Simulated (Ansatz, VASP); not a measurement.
## As: VASP beside Ansatz

Contents of INCAR:

```
SYSTEM = As
ALGO = Normal ; CSHIFT = 0.1
EDIFF = 1E-6 ; ENCUT = 520
GGA = PE ; ISIF = 2
ISMEAR = 0 ; LASPH = .TRUE.
LCHARG = .FALSE. ; LOPTICS = .TRUE.
LREAL = .FALSE. ; LWAVE = .FALSE.
NBANDS = 37 ; NEDOS = 1000
NELM = 80 ; PREC = Accurate
SIGMA = 0.02
```

File KPOINTS:

```
k-points
0
G
  9 9 9
  0 0 0
```

The input POSCAR:

```
As
1.0
    1.8807968987      1.0858785957      3.5140619945
   -1.8807968987      1.0858785957      3.5140619945
    0.0000000000     -2.1717571915      3.5140619945
As
2
Direct
    0.2260000000      0.2260000000      0.2260000000
    0.7740000000      0.7740000000      0.7740000000
```

input.yaml

```yaml
crystal:
  lattice:
    - [1.8807968987, 1.0858785957, 3.5140619945]
    - [-1.8807968987, 1.0858785957, 3.5140619945]
    - [0.0, -2.1717571915, 3.5140619945]
  atoms:
    - { symbol: As, position: [0.226, 0.226, 0.226] }
    - { symbol: As, position: [0.774, 0.774, 0.774] }
hamiltonian:
  xc: pbe
  pseudopotentials: { kind: paw }
kpoints:
  mp_grid: { grid: [9, 9, 9] }
scf:
  occupations: { method: gaussian, width: 0.02 }
output:
  forces: true
  stress: true
  eigenvalues: true
```

Alike in both runs: functional PBE; k mesh 9 × 9 × 9; occupations gaussian, width 0.02 eV; no spin polarisation.

|  | VASP | Ansatz |
| --- | --- | --- |
| version | VASP 6.6.1 | Ansatz 0.2.0 |
| potentials or method | VASP PAW PBE potentials, release 64 (As) | Ansatz PAW |
| plane-wave cutoff (eV) | 520 | 420 |
| valence electrons in the cell | 10 | 30 |
| task | optical spectrum | single point |

Ansatz gave:

| Property | Result |
| --- | --- |
| gap on the k mesh at the Fermi level (eV) | none |
| pressure (GPa) | 3.7 |
| largest component of the traceless stress (GPa) | 0.30 |
| rms of the force components (eV/Å) | 0.249 |

Problem. What did VASP give for the same quantities?

Solution. gap on the k mesh at the Fermi level (eV): none; pressure (GPa): 4.1; largest component of the traceless stress (GPa): 0.40; rms of the force components (eV/Å): 0.284.

Atom by atom the forces differ by 0.035 eV/Å (rms over components). A gap of «none» marks a metal or a gap that the smearing closes. The two sets of potentials don't hold the same shells in valence.

Caveats: spectra need much finer meshes, so this one isn't converged (VASP); independent-particle spectra lack excitons (VASP); the intraband (Drude) part of a metal's response may be missing (VASP).
